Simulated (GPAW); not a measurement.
Write an ASE script for GPAW 26.7.0 that does the following.

```yaml
Task: equation of state
Functional: PBEsol
Potentials_or_basis: PAW data sets generated in the run's folder for this functional
Cutoff: 800 eV
Basis: pw
k_mesh: 10 × 10 × 9
Occupations: fermi-dirac, width 0.05 eV
Spin: no spin polarisation
Maxiter: 150
Eos_scales: "[0.94, 0.96, 0.98, 1.0, 1.02, 1.04, 1.06]"
```

WC (Qusongite):

```
CELL_PARAMETERS angstrom
2.90650 0.00000 0.00000
-1.45325 2.51710 0.00000
0.00000 0.00000 2.83660
ATOMIC_POSITIONS crystal
W 0.00000 0.00000 0.00000
C 0.66667 0.33333 0.50000
```

These files were run (other wordings do the same):

run.py

```python
from ase import Atoms
from ase.eos import EquationOfState
from ase.io import Trajectory
from ase.units import GPa
from gpaw import GPAW, PW, setup_paths

setup_paths.insert(0, '.')

atoms = Atoms(['W', 'C'],
              cell=[[2.9065, 0.0, 0.0],
                    [-1.45325, 2.5171028361, 0.0],
                    [0.0, 0.0, 2.8366]],
              scaled_positions=[[0.0, 0.0, 0.0],
                                [0.6666666667, 0.3333333333, 0.5]],
              pbc=True)

traj = Trajectory('eos.traj', 'w')
volumes, energies = [], []
for x in [0.94, 0.96, 0.98, 1.0, 1.02, 1.04, 1.06]:
    a = atoms.copy()
    a.set_cell(atoms.cell * x**(1 / 3), scale_atoms=True)
    calc = GPAW(mode=PW(800),
                xc='PBEsol',
                kpts={'size': (10, 10, 9), 'gamma': True},
                occupations={'name': 'fermi-dirac', 'width': 0.05},
                nbands=19,
                convergence={'density': 1e-05, 'energy': 1e-05},
                maxiter=150,
                txt=f'eos-{x:.2f}.txt')
    a.calc = calc
    energies.append(a.get_potential_energy(force_consistent=True))
    volumes.append(a.get_volume())
    p = -a.get_stress()[:3].mean() / GPa
    calc.write(f'eos-{x:.2f}.gpw')
    traj.write(a)
    print(f'{x:.2f} {volumes[-1]:10.4f} A^3 {energies[-1]:14.6f} eV {p:9.3f} GPa', flush=True)

v0, e0, B = EquationOfState(volumes, energies, eos='birchmurnaghan').fit()
print(f'V0 = {v0:.4f} A^3, E0 = {e0:.6f} eV, B0 = {B / GPa:.2f} GPa')
```

Potentials or basis: PAW data sets generated in the run's folder for this functional, pw.

Launch:

```sh
$ gpaw-setup -f PBEsol C W
$ OMP_NUM_THREADS=1 python run.py
```

It gave:

The equilibrium volume is 10.28 Å³/atom, the bulk modulus at fixed shape and positions is 412 GPa and the pressure derivative of the bulk modulus is 4.3.

Caveat: the cell was scaled at fixed shape and fractional positions, which overstates the stiffness of a crystal with free parameters, most of all of layers and chains.

It took 2.2 min on 1 thread of Arm Neoverse V2 (shared host), peak memory 0.25 GiB.
